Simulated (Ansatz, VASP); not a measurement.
One calculation of BN, two programs

```
B N
1.0
     2.49134    0.00000    0.00000
    -1.24567    2.15756    0.00000
     0.00000    0.00000    4.00106
B N
2 2
Direct
  0.00000 0.00000 0.00000
  0.00000 0.00000 0.50000
  0.33333 0.66667 0.25000
  0.66667 0.33333 0.75000
```

Alike in both runs: task single point; functional PBE; k mesh 12 × 12 × 6; no spin polarisation.

```csv
,VASP,Ansatz
version,VASP 6.6.1,Ansatz 0.2.0
potentials or method,"VASP PAW PBE potentials, release 64 (B, N)","plane waves, PAW"
plane-wave cutoff (eV),520,420
occupations,"gaussian, width 0.01 eV",fixed
valence electrons in the cell,16,16
```

Ansatz gave:

```
gap on the k mesh at the Fermi level (eV)       : 1.58
pressure (GPa)                                  : 4.7
largest component of the traceless stress (GPa) : 1.57
```

Q: Which values does VASP return?

A: gap on the k mesh at the Fermi level (eV): 1.58; pressure (GPa): 4.5; largest component of the traceless stress (GPa): 1.43.

A k mesh can miss the band edges. Expect the measured gap to be larger: semilocal functionals such as PBE lack the derivative discontinuity.
